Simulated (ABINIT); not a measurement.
Crystal: Ag.

```
Ag
1.0
     0.00000    2.04275    2.04275
     2.04275    0.00000    2.04275
     2.04275    2.04275    0.00000
Ag
1
Direct
  0.00000 0.00000 0.00000
```

- Program: ABINIT 10.8.3 (patched build)
- Task: relaxation of cell and atoms
- Functional: PBE
- Potentials or basis: JTH PAW PBE v2.0
- Cutoff: 463 eV
- k mesh: 8 × 8 × 8
- Occupations: fermi-dirac, width 0.05 eV
- Spin: spin-orbit coupling, no magnetisation

At the start: pressure 5.3 GPa; volume 17.05 Å³/atom.

Task: Where does the relaxation end?

Result: Over 5 steps the energy falls by 14.1 meV/atom and the volume is 17.95 Å³/atom (+5.3 %); space group Fm-3m (No. 225, to 0.05 Å).

The path:
| step | energy change (eV) | largest force (eV/Å) | pressure (GPa) | volume (Å³) |
| --- | --- | --- | --- | --- |
| 1 | 0.0000 | 0.0000 | 5.35 | 17.05 |
| 2 | -0.0077 | 0.0000 | 3.48 | 17.33 |
| 3 | -0.0140 | 0.0000 | 0.33 | 17.88 |
| 4 | -0.0141 | 0.0000 | 0.03 | 17.94 |
| 5 | -0.0141 | 0.0000 | 0.00 | 17.95 |

Final structure:
```
Ag
1.0
     0.00000    2.07820    2.07820
     2.07820    0.00000    2.07820
     2.07820    2.07820    0.00000
Ag
1
Cartesian
  0.0000 0.0000 0.0000
```
